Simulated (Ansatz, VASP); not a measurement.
# AlRu in VASP and in Ansatz

```xyz
2
Lattice="3.1477 0.0000 0.0000 0.0000 3.1477 0.0000 0.0000 0.0000 3.1477" Properties=species:S:1:pos:R:3 pbc="T T T"
Al    1.5738    1.5738    1.5738
Ru    0.0000    0.0000    0.0000
```

Change from the starting cell: species swapped into the ScCo type (Pm-3m, No. 221).

Alike in both runs: task single point; functional PBE; k mesh 6 × 6 × 6; occupations gaussian, width 0.1 eV; no spin polarisation.

```csv
,VASP,Ansatz
version,VASP 6.6.1,Ansatz 0.2.0
potentials or method,"VASP PAW PBE potentials, release 64 (Al, Ru_pv)","scalar-relativistic, plane waves, PAW"
plane-wave cutoff (eV),520,420
valence electrons in the cell,17,19
```

|  | VASP | Ansatz | Ansatz less VASP |
| --- | --- | --- | --- |
| gap on the k mesh at the Fermi level (eV) | none | none | - |
| pressure (GPa) | -21.0 | -20.9 | +0.05 |

A gap of «none» marks a metal or a gap that the smearing closes. The functional is the same, so the differences come from potentials, cutoffs and numerics. The two sets of potentials don't hold the same shells in valence.

Caveats: so large a pressure means that the cell lies far from this level's equilibrium, or that cutoff or potentials fall short (VASP).
